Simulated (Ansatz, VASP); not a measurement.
# One calculation of Ru, two programs

File INCAR:

```
PREC = Accurate
ENCUT = 520
EDIFF = 1E-6
ISMEAR = 0
SIGMA = 0.02
LREAL = False
LASPH = True
NELM = 100
ALGO = Normal
ISIF = 2
LWAVE = False
LCHARG = True
GGA = PE
LELF = True
LVHAR = True
NBANDS = 21
```

The input KPOINTS:

```
regular mesh
0
Gamma
  11 11 6
```

Contents of POSCAR:

```
Ru
1.0
    2.7058000000      0.0000000000      0.0000000000
   -1.3529000000      2.3432915376      0.0000000000
    0.0000000000      0.0000000000      4.2819000000
Ru
2
Direct
    0.6666666667      0.3333333333      0.7500000000
    0.3333333333      0.6666666667      0.2500000000
```

input.yaml

```yaml
crystal:
  lattice:
    - [2.7058, 0.0, 0.0]
    - [-1.3529, 2.3432915376, 0.0]
    - [0.0, 0.0, 4.2819]
  atoms:
    - { symbol: Ru, position: [0.6666666667, 0.3333333333, 0.75] }
    - { symbol: Ru, position: [0.3333333333, 0.6666666667, 0.25] }
hamiltonian:
  xc: pbe
  pseudopotentials: { kind: paw }
kpoints:
  mp_grid: { grid: [11, 11, 6] }
scf:
  occupations: { method: gaussian, width: 0.02 }
output:
  forces: true
  stress: true
  eigenvalues: true
```

Alike in both runs: task single point; functional PBE; k mesh 11 × 11 × 6; occupations gaussian, width 0.02 eV; no spin polarisation.

```csv
,VASP,Ansatz
version,VASP 6.6.1,Ansatz 0.2.0
potentials or method,"VASP PAW PBE potentials, release 54 (Ru_pv)",Ansatz PAW
plane-wave cutoff (eV),520,420
valence electrons in the cell,28,32
```

VASP gave:

* gap on the k mesh at the Fermi level (eV): none
* pressure (GPa): 4.4
* largest component of the traceless stress (GPa): 0.05

Task: Estimate Ansatz's values.

Result: gap on the k mesh at the Fermi level (eV): none; pressure (GPa): 4.5; largest component of the traceless stress (GPa): 0.07.

A gap of «none» marks a metal or a gap that the smearing closes. With one functional, cell and mesh, what is left measures potentials, basis and numerics. The two sets of potentials don't hold the same shells in valence.
